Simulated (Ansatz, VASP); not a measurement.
## One calculation of Pt, two programs

INCAR

```
  PREC = Accurate
  ENCUT = 520
  EDIFF = 1E-6
  ISMEAR = -1
  SIGMA = 0.05
  LREAL = False
  LASPH = True
  NELM = 60
  ALGO = Normal
  ISIF = 2
  LWAVE = False
  LCHARG = False
  LMAXMIX = 4
  METAGGA = R2SCAN
  LMIXTAU = True
```

File KPOINTS:

```
regular mesh
0
Gamma
  12 12 12
```

Contents of POSCAR:

```
Pt
1.0
   -1.5842200000      1.5842200000      1.5842200000
    1.5842200000     -1.5842200000      1.5842200000
    1.5842200000      1.5842200000     -1.5842200000
Pt
1
Direct
    0.0000000000      0.0000000000      0.0000000000
```

File KPOINTS_OPT:

```
path GHNGPH,PN
20
line-mode
reciprocal
 0.0000000000  0.0000000000  0.0000000000  G
 0.5000000000 -0.5000000000  0.5000000000  H

 0.5000000000 -0.5000000000  0.5000000000  H
 0.0000000000  0.0000000000  0.5000000000  N

 0.0000000000  0.0000000000  0.5000000000  N
 0.0000000000  0.0000000000  0.0000000000  G

 0.0000000000  0.0000000000  0.0000000000  G
 0.2500000000  0.2500000000  0.2500000000  P

 0.2500000000  0.2500000000  0.2500000000  P
 0.5000000000 -0.5000000000  0.5000000000  H

 0.2500000000  0.2500000000  0.2500000000  P
 0.0000000000  0.0000000000  0.5000000000  N
```

File input.yaml:

```yaml
crystal:
  lattice:
    - [-1.58422, 1.58422, 1.58422]
    - [1.58422, -1.58422, 1.58422]
    - [1.58422, 1.58422, -1.58422]
  atoms:
    - { symbol: Pt, position: [0.0, 0.0, 0.0] }
hamiltonian:
  xc: r2scan
  pseudopotentials: { kind: paw }
kpoints:
  mp_grid: { grid: [12, 12, 12] }
  band_path:
    path:
      - [[0.0, 0.0, 0.0], [0.5, -0.5, 0.5], [0.0, 0.0, 0.5], [0.0, 0.0, 0.0], [0.25, 0.25, 0.25], [0.5, -0.5, 0.5]]
      - [[0.25, 0.25, 0.25], [0.0, 0.0, 0.5]]
    npoints: 14
scf:
  occupations: { method: fermi_dirac, width: 0.05 }
  n_extra_bands: 6
output:
  forces: true
  stress: true
  eigenvalues: true
  fatbands: true
  write_density: true
  write_potential: true
  elf: true
  volumetric_format: npy
```

This isn't the form of Pt at room conditions, which is fcc.

Alike in both runs: task band structure; functional r2SCAN; k mesh 12 × 12 × 12; occupations fermi-dirac, width 0.05 eV; no spin polarisation.

```csv
,VASP,Ansatz
version,VASP 6.6.1,Ansatz 0.2.0
potentials or method,"VASP PAW PBE potentials, release 64 (Pt)",Ansatz PAW
plane-wave cutoff (eV),520,500
valence electrons in the cell,10,18
```

|  | VASP | Ansatz | Ansatz less VASP |
| --- | --- | --- | --- |
| gap on the k mesh at the Fermi level (eV) | none | none | - |
| pressure (GPa) | -6.3 | -6.9 | -0.56 |

A gap of «none» marks a metal or a gap that the smearing closes. With one functional, cell and mesh, what is left measures potentials, basis and numerics. The two sets of potentials don't hold the same shells in valence.

Caveats: spin-orbit coupling is left out, which moves the levels of the heavy elements; the PAW data sets were made with another functional, which shifts forces and pressure a little (VASP); the PAW data sets come from PBE, with cores solved anew for the run's functional, which leaves a small shift of forces and pressure (Ansatz).
